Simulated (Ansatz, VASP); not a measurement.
## Two plane-wave programs on BaTe

```
CELL_PARAMETERS angstrom
0.00000 3.53239 3.53239
3.41017 0.00000 3.53239
3.41017 3.53239 0.00000
ATOMIC_POSITIONS crystal
Ba 0.00000 0.00000 0.00000
Te 0.50000 0.50000 0.50000
```

Change from the starting cell: uniaxial_x strain -3.5%.

Alike in both runs: task single point; functional PBE; k mesh 6 × 6 × 6; occupations fermi-dirac, width 0.02 eV; no spin polarisation.

|  | VASP | Ansatz |
| --- | --- | --- |
| version | VASP 6.6.1 | Ansatz 0.2.0 |
| potentials or method | VASP PAW PBE potentials, release 64 (Ba_sv, Te) | plane waves, PAW |
| plane-wave cutoff (eV) | 520 | 420 |
| valence electrons in the cell | 16 | 26 |

```csv
,VASP,Ansatz,Ansatz less VASP
gap on the k mesh at the Fermi level (eV),1.43,1.52,+0.090
pressure (GPa),1.5,1.2,-0.35
largest component of the traceless stress (GPa),1.82,1.72,-0.099
```

The two sets of potentials don't hold the same shells in valence.

Caveats: spin-orbit coupling is left out, which moves the levels of the heavy elements. A k mesh can miss the band edges.
